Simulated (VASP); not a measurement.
Write the native input for VASP 6.6.1 that does the following.

```yaml
Task: single point
Functional: PBE
Potentials_or_basis: VASP PAW PBE potentials, release 64 (Eu)
Cutoff: 520 eV
k_mesh: 14 × 14 × 14
Occupations: gaussian, width 0.05 eV
Spin: collinear spin, typed start
Starting_moments: "[7.72] μB"
Dipole_correction: no
Further_INCAR_settings: ALGO = Normal; EDIFF = 1e-06; NBANDS = 18
```

The structure of Eu lies in POSCAR:

```
Eu
1.0
   -2.1942365859      2.1942365859      2.1942365859
    2.1942365859     -2.1942365859      2.1942365859
    2.1942365859      2.1942365859     -2.1942365859
Eu
1
Direct
    0.0000000000      0.0000000000      0.0000000000
```

The input as run:

INCAR

```
PREC = Accurate ; ENCUT = 520
EDIFF = 1E-6 ; ISMEAR = 0
SIGMA = 0.05 ; LREAL = False
LASPH = True ; NELM = 150
ALGO = Normal ; ISIF = 2
LWAVE = False ; LCHARG = False
ISPIN = 2 ; MAGMOM = 7.72
LORBIT = 11 ; LMAXMIX = 6
GGA = PE ; NBANDS = 18
```

KPOINTS

```
Automatic mesh
0
Gamma
  14 14 14
```

Potentials or basis: VASP PAW PBE potentials, release 64 (Eu).

Run with:

```bash
$ cat potpaw_PBE.64/Eu/POTCAR > POTCAR
$ mpirun -np 1 vasp_std > vasp.out
```

It gave:

| Item | Value |
| --- | --- |
| Pressure | -0.3 GPa |
| Band gap on the k mesh | none (metal or under the smearing width) |
| Net moment | 7.23 μB per cell |
| Site moments | Eu +6.66 μB |
| Valence electrons inside the program's atomic spheres | Eu 14.73 |

Caveat: spin-orbit coupling is left out, which moves the levels of the heavy elements.

Wall time 3.5 min on 1 thread of Intel(R) Xeon(R) Platinum 8559C (Emerald Rapids), on a shared host, peak memory 0.27 GiB.
